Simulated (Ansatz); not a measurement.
**Ni3Ge: a hydrostatic pressure series**

A pressure series on Ni3Ge (-3 to 60 GPa): equation of state, axes and gap.

Method: DFT PBEsol, scalar-relativistic, plane waves, PAW, in Ansatz 0.2.0.

1 further run of the same task is left out (set aside as unsound or not needed).

### 1 The starting structure

The structure is cubic, space group Pm-3m (No. 221). Conventional cell: a = 3.525 Å, b = 3.525 Å, c = 3.525 Å, α = 90.00°, β = 90.00°, γ = 90.00°. Around Ni (site symmetry 4/mmm) lie 8 Ni at 2.49 Å and 4 Ge at 2.49 Å. Ge (site symmetry m-3m) has 12 Ni at 2.49 Å as nearest neighbours.

Coordinates:

```
CELL_PARAMETERS angstrom
3.52491 0.00000 0.00000
0.00000 3.52491 0.00000
0.00000 0.00000 3.52491
ATOMIC_POSITIONS crystal
Ni 0.50000 0.00000 0.50000
Ni 0.00000 0.50000 0.50000
Ni 0.50000 0.50000 0.00000
Ge 0.00000 0.00000 0.00000
```

It goes back to an entry of the Materials Project, which need not be the stable form.

It is the result of an earlier relaxation at this level (volume 10.95 Å³/atom; gap on the mesh: none (metal)).

### 2 Relaxing at -3 GPa

The input, input.yaml:

```yaml
crystal:
  lattice:
    - [3.5583919611, 0.0, 0.0]
    - [0.0, 3.5583919611, 0.0]
    - [0.0, 0.0, 3.5583919611]
  atoms:
    - { symbol: Ni, position: [0.5, 0.0, 0.5] }
    - { symbol: Ni, position: [0.0, 0.5, 0.5] }
    - { symbol: Ni, position: [0.5, 0.5, 0.0] }
    - { symbol: Ge, position: [0.0, 0.0, 0.0] }
basis:
  ecutwfc: 420
kpoints:
  mp_grid: { grid: [12, 12, 12] }
hamiltonian:
  xc: pbesol
scf:
  occupations: { method: gaussian, width: 0.1 }
output:
  forces: true
  stress: true
  eigenvalues: true
  write_density: true
  write_potential: true
  elf: true
  volumetric_format: npy
relax:
  adjacent_minimum: "off"
  f_tol: 0.008
  max_steps: 50
  cell: { stress_tol: 0.08, p_target: -3.0 }
```

On the command line:

```sh
ansatz run input.yaml --threads 1 --pin off --max-ram 2560MiB --backend cpu --events-out ev --progress --plain --runs-dir out
```

Further runs follow: target pressure 3 GPa; 8 GPa; relaxing at 15 GPa; target pressure 30 GPa; target pressure 60 GPa.

What does the calculation give? Wanted: bulk modulus B0; B0'.

**Answer**, as computed:

| quantity | value |
| --- | --- |
| volume at 60 GPa | 9.16 Å³/atom, V/V0 = 0.836 |
| bulk modulus B0 (third-order Birch-Murnaghan) | 219 GPa |
| B0' | 4.7 |

**Reading.** At 60 GPa the crystal has lost 16.4 % of its volume. A third-order Birch-Murnaghan curve fits the points with B0 = 219 GPa. The symmetry of the start is kept, so a transition to another structure would not show. Spin polarisation is off in the runs that give these values; a magnetic solution could lie lower.
